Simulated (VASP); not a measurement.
# Zn: equation of state in the RPA

Zn, Im-3m (no. 229), 1 atom in the cell. PBE, RPA total energies; PAW potentials Zn_GW (PBE set).

k mesh of the exchange step: 8 × 8 × 8; Volumes (share of the given one): 0.92, 0.96, 1, 1.04, 1.08.

## Input

INCAR.step1:
```
SYSTEM = Zn
  ISMEAR = 0
  SIGMA = 0.1
  EDIFF = 1E-8
  PREC = Accurate
  LASPH = .True.
  LREAL = .False.
  LCHARG = .False.
  ENCUT = 350
  GGA = PE
  LWAVE = .True.
  ALGO = Normal
  KPAR = 8
```

INCAR.step2, as INCAR.step1 but for:
```
- LWAVE = .True.
- ALGO = Normal
+ ALGO = Eigenval
+ NELM = 1
+ LWAVE = .False.
+ PRECFOCK = Fast
+ LHFCALC = .True.
+ AEXX = 1.0
+ ALDAC = 0.0
+ AGGAC = 0.0
```

INCAR.step3:
```
SYSTEM = Zn
  ISMEAR = 0
  SIGMA = 0.1
  EDIFF = 1E-8
  PREC = Accurate
  LASPH = .True.
  LREAL = .False.
  LCHARG = .False.
  ENCUT = 350
  GGA = PE
  ALGO = ACFDT
  NOMEGA = 16
  LWAVE = .False.
  PRECFOCK = Fast
  ESF_SPLINES = .True.
```

KPOINTS:
```
k-points
0
Gamma
  8 8 8
```

POSCAR.step1:
```
Zn
1.0
   -1.5260278541      1.5260278541      1.5260278541
    1.5260278541     -1.5260278541      1.5260278541
    1.5260278541      1.5260278541     -1.5260278541
Zn
1
Direct
    0.0000000000      0.0000000000      0.0000000000
```

POSCAR.step4:
```
Zn
1.0
   -1.5478311978      1.5478311978      1.5478311978
    1.5478311978     -1.5478311978      1.5478311978
    1.5478311978      1.5478311978     -1.5478311978
Zn
1
Direct
    0.0000000000      0.0000000000      0.0000000000
```

POSCAR.step7:
```
Zn
1.0
   -1.5690370000      1.5690370000      1.5690370000
    1.5690370000     -1.5690370000      1.5690370000
    1.5690370000      1.5690370000     -1.5690370000
Zn
1
Direct
    0.0000000000      0.0000000000      0.0000000000
```

POSCAR.step10:
```
Zn
1.0
   -1.5896845915      1.5896845915      1.5896845915
    1.5896845915     -1.5896845915      1.5896845915
    1.5896845915      1.5896845915     -1.5896845915
Zn
1
Direct
    0.0000000000      0.0000000000      0.0000000000
```

POSCAR.step13:
```
Zn
1.0
   -1.6098093177      1.6098093177      1.6098093177
    1.6098093177     -1.6098093177      1.6098093177
    1.6098093177      1.6098093177     -1.6098093177
Zn
1
Direct
    0.0000000000      0.0000000000      0.0000000000
```

Commands (each step's output is kept before the next begins):
```
cat potpaw_PBE.64/Zn_GW/POTCAR > POTCAR
cp INCAR.step1 INCAR
cp POSCAR.step1 POSCAR
mpirun -np 8 vasp_std > vasp.out
cp INCAR.step2 INCAR
mpirun -np 8 vasp_std > vasp.out
rm WAVECAR CHG
cp INCAR.step3 INCAR
mpirun -np 8 vasp_std > vasp.out
rm WAVECAR CHG
cp INCAR.step1 INCAR
cp POSCAR.step4 POSCAR
mpirun -np 8 vasp_std > vasp.out
cp INCAR.step2 INCAR
mpirun -np 8 vasp_std > vasp.out
rm WAVECAR CHG
cp INCAR.step3 INCAR
mpirun -np 8 vasp_std > vasp.out
rm WAVECAR CHG
cp INCAR.step1 INCAR
cp POSCAR.step7 POSCAR
mpirun -np 8 vasp_std > vasp.out
cp INCAR.step2 INCAR
mpirun -np 8 vasp_std > vasp.out
rm WAVECAR CHG
cp INCAR.step3 INCAR
mpirun -np 8 vasp_std > vasp.out
rm WAVECAR CHG
cp INCAR.step1 INCAR
cp POSCAR.step10 POSCAR
mpirun -np 8 vasp_std > vasp.out
cp INCAR.step2 INCAR
mpirun -np 8 vasp_std > vasp.out
rm WAVECAR CHG
cp INCAR.step3 INCAR
mpirun -np 8 vasp_std > vasp.out
rm WAVECAR CHG
cp INCAR.step1 INCAR
cp POSCAR.step13 POSCAR
mpirun -np 8 vasp_std > vasp.out
cp INCAR.step2 INCAR
mpirun -np 8 vasp_std > vasp.out
rm WAVECAR CHG
cp INCAR.step3 INCAR
mpirun -np 8 vasp_std > vasp.out
```

## Result

- RPA volume at rest (Å³/atom): 14.73
- RPA bulk modulus (GPa): 76
- PBE volume at rest (Å³/atom): 15.21
- PBE bulk modulus (GPa): 64
- Exact exchange without correlation: volume at rest (Å³/atom): 17.42
- Exact exchange without correlation: bulk modulus (GPa): 88

Energy against volume (meV/atom, each curve from its lowest point):

| Volume (Å³/atom) | PBE | Exact exchange, no correlation | RPA total |
|---|---|---|---|
| 14.21 | 14.2 | 143.1 | 4 |
| 14.83 | 1.5 | 93.9 | 0 |
| 15.45 | 0 | 51.7 | 6.9 |
| 16.07 | 8.3 | 20.5 | 24.6 |
| 16.69 | 23.4 | 0 | 49 |

VASP 6.6.1 took 1504 s on 8 cores (AMD EPYC 9R45 (Zen 5)), a shared host.
